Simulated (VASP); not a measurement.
# Hg: intraband terms of a metal's spectrum

Hg, I4/mmm (no. 139), 1 atom in the cell. PBE, independent-particle dielectric function; PAW potentials Hg (PBE set).

## Input

INCAR.step1:
```
EDIFF = 1E-7 ; ENCUT = 280
ISMEAR = 1 ; KPAR = 4
LASPH = T ; LCHARG = T
LMAXMIX = 4 ; LWAVE = F
PREC = Accurate ; SIGMA = 0.1
```

INCAR.step2:
```
CSHIFT = 0.1 ; EDIFF = 1E-6
ENCUT = 280 ; ICHARG = 11
ISMEAR = 0 ; KPAR = 4
LASPH = T ; LCHARG = F
LMAXMIX = 4 ; LWAVE = T
NBANDS = 20 ; NEDOS = 3000
OMEGAMAX = 30 ; PREC = Accurate
SIGMA = 0.3
```

INCAR.step3, as INCAR.step2 but for:
```
- LWAVE = T
+ ALGO = None
+ ISTART = 1
+ LOPTICS = T
+ LWAVE = F
+ NELM = 1
```

INCAR.step4, as INCAR.step3 but for:
```
+ WPLASMAI = 0.03
```

INCAR.step5 to INCAR.step6 change the same tag again: WPLASMAI = 0.1, 0.3.

INCAR.step7, as INCAR.step6 but for:
```
- WPLASMAI = 0.3
+ RTIME = 1
```

INCAR.step8, as INCAR.step7 but for:
```
- RTIME = 1
+ RTIME = 20
```

INCAR.step9, as INCAR.step8 but for:
```
- RTIME = 20
+ LNABLA = T
```

INCAR.step10, as INCAR.step9 but for:
```
- ISMEAR = 0
- LNABLA = T
+ ISMEAR = -5
```

KPOINTS.step1:
```
k-points
0
Gamma
  10 10 10
```

KPOINTS.step2:
```
k-points
0
Gamma
  20 20 20
```

POSCAR:
```
Hg
1.0
   -1.8767364354      1.8767364354      1.9168448550
    1.8767364354     -1.8767364354      1.9168448550
    1.8767364354      1.8767364354     -1.9168448550
Hg
1
Direct
    0.5000000000      0.5000000000      0.0000000000
```

Commands (each step's output is kept before the next begins):
```
cat potpaw_PBE.64/Hg/POTCAR > POTCAR
cp INCAR.step1 INCAR
cp KPOINTS.step1 KPOINTS
mpirun -np 4 vasp_std > vasp.out
cp INCAR.step2 INCAR
cp KPOINTS.step2 KPOINTS
mpirun -np 4 vasp_std > vasp.out
cp INCAR.step3 INCAR
mpirun -np 4 vasp_std > vasp.out
cp INCAR.step4 INCAR
mpirun -np 4 vasp_std > vasp.out
cp INCAR.step5 INCAR
mpirun -np 4 vasp_std > vasp.out
cp INCAR.step6 INCAR
mpirun -np 4 vasp_std > vasp.out
cp INCAR.step7 INCAR
mpirun -np 4 vasp_std > vasp.out
cp INCAR.step8 INCAR
mpirun -np 4 vasp_std > vasp.out
cp INCAR.step9 INCAR
mpirun -np 4 vasp_std > vasp.out
cp INCAR.step10 INCAR
mpirun -np 4 vasp_std > vasp.out
```

## Result

- Bands: 20

One ground state, settings moved in the last step alone:

| Settings | Plasma frequency (eV) | Im ε at 0.5 eV | Im ε at 1 eV | Im ε at 2 eV | Im ε at 4 eV | Time (s) |
|---|---|---|---|---|---|---|
| interband part alone | 5.31 | 0.7 | 4.9 | 27.4 | 5.1 | 19 |
| Drude term, WPLASMAI 0.03 | 5.31 | 7.5 | 5.8 | 27.5 | 5.1 | 20 |
| Drude term, WPLASMAI 0.1 | 5.31 | 22.4 | 7.7 | 27.8 | 5.1 | 18 |
| Drude term, WPLASMAI 0.3 | 5.31 | 50.4 | 12.7 | 28.4 | 5.2 | 16 |
| relaxation time RTIME 1 fs | 5.31 | 55.0 | 17.9 | 29.5 | 5.4 | 14 |
| relaxation time RTIME 20 fs | 5.31 | 8.1 | 5.9 | 27.5 | 5.1 | 13 |
| transversal form (LNABLA) | 5.35 | 0.8 | 5.0 | 27.9 | 5.1 | 18 |
| tetrahedron method | – | – | – | – | – | no result |

Limits: Spin-orbit coupling is left out, which can matter with atoms this heavy.

VASP 6.6.1 took 143 s on 4 cores (Intel Xeon Platinum 8259CL @ 2.50GHz (Skylake/Cascade Lake)), a shared host.
